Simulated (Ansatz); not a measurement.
**La2O3 under changes of volume**

One of the cells (22.446 Å³/atom); the others are scaled copies at fixed shape and fractional positions:

```xyz
5
Lattice="6.2668 0.0000 0.0000 -3.1334 5.4272 0.0000 0.0000 0.0000 3.2998" Properties=species:S:1:pos:R:3 pbc="T T T"
La    3.1334    1.8091    1.6499
La    0.0000    3.6181    1.6499
O     3.1836    0.0000    0.0000
O    -1.5918    2.7571    0.0000
O     1.5416    2.6701    0.0000
```

The cell comes from a database or a generator and needn't be the stable form of this composition.

| Property | Result |
| --- | --- |
| Program | Ansatz 0.2.0 |
| Functional | LDA |
| Potentials or basis | all-electron LAPW, scalar-relativistic |
| Cutoff | 236 eV (chosen from the basis error) |
| Basis error allowed | 0.002 eV/atom |
| k mesh | 5 × 5 × 8 |
| Occupations | fermi-dirac, width 0.05 eV |
| Spin | no spin polarisation |

```csv
volume (Å³/atom),energy over the lowest point (meV/atom),pressure (GPa),gap on the mesh (eV),largest force (eV/Å)
21.099,6.04,3.4,1.03,0.039
21.548,0.00,1.0,1.15,0.052
21.997,0.46,-1.2,1.27,0.063
22.446,?,?,?,?
22.895,18.30,-5.0,1.49,0.082
23.344,34.51,-6.6,1.58,0.091
23.792,54.94,-8.0,1.67,0.098
```

Problem. What does the run at 22.446 Å³/atom give?

Solution. Energy over the lowest point 6.76 meV/atom; pressure -3.2 GPa; gap on the mesh 1.38 eV; largest force 0.073 eV/Å.

Worked out: A Birch-Murnaghan fit of order 3 (a polynomial in V^(-2/3)) to the other rows has its minimum at 21.74 Å³/atom with B0 = V·E''(V) = 107 GPa and B' = 4.2 at fixed shape and positions, which overstates the stiffness. It gives 6.76 meV/atom at 22.446 Å³/atom, against the run's 6.76, and -dE/dV = -3.2 GPa, against -3.2. A parabola through the other rows of the gap, of slope 5.33 eV per unit of ln V there, gives 1.38 eV, against the run's 1.38.

Energies are extrapolated to zero smearing.

Caveats: spin-orbit coupling is left out, which moves the levels of the heavy elements; an odd mesh through Γ misses points on the zone boundary, where band edges often lie.
